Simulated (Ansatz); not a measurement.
Si3N4 under strain — N-14 nuclear quadrupole resonance

Cell: a structure deposited in the COD, relaxed with PBE at fixed cell and then changed (z stretched by 1 %, ions relaxed).

```cif
data_structure
_symmetry_space_group_name_H-M 'P 1'
_symmetry_Int_Tables_number 1
_cell_length_a 7.5950
_cell_length_b 7.5950
_cell_length_c 2.9313
_cell_angle_alpha 90.000
_cell_angle_beta 90.000
_cell_angle_gamma 120.000
_cell_volume 146.44
loop_
_atom_site_label
_atom_site_type_symbol
_atom_site_fract_x
_atom_site_fract_y
_atom_site_fract_z
_atom_site_occupancy
Si1 Si 0.76817 0.17390 0.32563 1
Si2 Si 0.59427 0.76817 0.82563 1
Si3 Si 0.82610 0.59427 0.32563 1
Si4 Si 0.23183 0.82610 0.82563 1
Si5 Si 0.40573 0.23183 0.32563 1
Si6 Si 0.17390 0.40573 0.82563 1
N7 N 0.03063 0.32980 0.32563 1
N8 N 0.70083 0.03063 0.82563 1
N9 N 0.67020 0.70083 0.32563 1
N10 N 0.96937 0.67020 0.82563 1
N11 N 0.29917 0.96937 0.32563 1
N12 N 0.32980 0.29917 0.82563 1
N13 N 0.33333 0.66667 0.82562 1
N14 N 0.66667 0.33333 0.32562 1
```

Atoms are numbered from 1 in the order listed; like atoms form one site, named after its first atom.

The numbers come from a DFT calculation in Ansatz (PBE, plane waves and PAW, scalar-relativistic, 420 eV cutoff, Γ-centred 4×4×9 k-points, Fermi–Dirac smearing 0.02 eV).

N-14: I = 1, Q = 20.44 mb (year-2017 value). Static lattice, zero field.

(1) Predict the zero-field N-14 lines of each site.

## Answers

(1) For I = 1 the lines are ν± = (3/4)|C_Q|(1 ± η/3) and ν₀ = |C_Q|η/2.

| site | atoms | V_zz (10²¹ V/m²) | C_Q (MHz) | η | line frequencies (MHz) |
| --- | --- | --- | --- | --- | --- |
| N7 | 7, 8, 9, 10, 11, 12 | -5.02 | -2.48 | 0.14 | 0.171, 1.77, 1.94 |
| N13 | 13, 14 | -4.88 | -2.41 | 0.00 | 1.81 |

An axis of threefold or higher order runs through N13, so V_zz lies along it and η is zero. At N7 V_zz stands upright on the plane through its three neighbours (within 3°).

The relaxation (4 steps) took 12 s of wall time (12 s of CPU time) and 0.51 GiB at its peak, on 1 thread of AMD EPYC 9R45 (Zen 5) (x86_64; 16 cores open to the job, memory cap 3.0 GiB, no GPU), a shared host with a load of 0.3 a core.
